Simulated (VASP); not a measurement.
VASP 6.6.1 run: AlN

INCAR

```
GGA = PE
LCHARG = .FALSE.
EDIFF = 1E-7
LREAL = .FALSE.
ISIF = 2
LWAVE = .FALSE.
SIGMA = 0.02
AMIX = 0.1
IBRION = -1
ENCUT = 520
NSW = 0
ISMEAR = -1
LASPH = .TRUE.
NELM = 62
NBANDS = 11
PREC = Accurate
```

KPOINTS

```
KPOINTS created by Atomic Simulation Environment
0
Gamma
10 10 10
0 0 0
```

POSCAR

```
Al N
 1.0000000000000000
     0.0000000000000000    2.0188684453999999    2.0794344988000000
     2.0188684453999999    0.0000000000000000    2.0794344988000000
     2.0188684453999999    2.0188684453999999    0.0000000000000000
 Al  N
   1   1
Cartesian
  0.0000000000000000  0.0000000000000000  0.0000000000000000
  2.0188684453999999  2.0188684453999999  2.0794344988000000
```

The recommended PBE PAW datasets give the neutral cell 8 valence electrons.

Command

```
mpirun -np 1 vasp_std
```

**Question.** Predict the outcome of this run.

**Answer.** It converged. Results: gap between bands v and c on the k mesh 4.15 eV; least direct gap on the k mesh 5.17 eV; pressure -1.2 GPa. Band v is the last that the valence electrons fill when counted band by band, and c is the next.

OSZICAR

```
N       E                     dE             d eps       ncg     rms          rms(c)
DAV:   1     0.977072056395E+01    0.97707E+01   -0.38090E+03  2316   0.609E+02
DAV:   2    -0.155465410321E+02   -0.25317E+02   -0.24206E+02  2714   0.136E+02
DAV:   3    -0.162654152514E+02   -0.71887E+00   -0.71778E+00  2725   0.215E+01
DAV:   4    -0.162684585800E+02   -0.30433E-02   -0.30431E-02  2526   0.148E+00
DAV:   5    -0.162684866442E+02   -0.28064E-04   -0.28064E-04  2674   0.135E-01    0.752E+00
DAV:   6    -0.154915623303E+02    0.77692E+00   -0.59605E-01  2553   0.405E+00    0.575E+00
DAV:   7    -0.145423757387E+02    0.94919E+00   -0.49954E+00  2478   0.117E+01    0.251E+00
DAV:   8    -0.145389682826E+02    0.34075E-02   -0.73498E-02  2445   0.227E+00    0.102E+00
DAV:   9    -0.145381709550E+02    0.79733E-03   -0.53114E-03  2445   0.645E-01    0.295E-01
DAV:  10    -0.145380293560E+02    0.14160E-03   -0.12582E-03  2547   0.216E-01    0.233E-01
DAV:  11    -0.145381216628E+02   -0.92307E-04   -0.40392E-04  2496   0.144E-01    0.442E-02
DAV:  12    -0.145381166285E+02    0.50343E-05   -0.16527E-05  2595   0.323E-02    0.789E-03
DAV:  13    -0.145381164304E+02    0.19811E-06   -0.24754E-07  2330   0.348E-03    0.588E-03
DAV:  14    -0.145381161223E+02    0.30808E-06   -0.91438E-08  1790   0.281E-03    0.659E-04
DAV:  15    -0.145381161014E+02    0.20907E-07   -0.81500E-09  1299   0.635E-04
   1 F= -.14538116E+02 E0= -.14538116E+02  d E =-.129987E-11
```

For comparison, a separate PBE run of the intended cell, on usual settings and not on those above, gives a gap of 4.15 eV on its mesh and a pressure of -1.2 GPa.
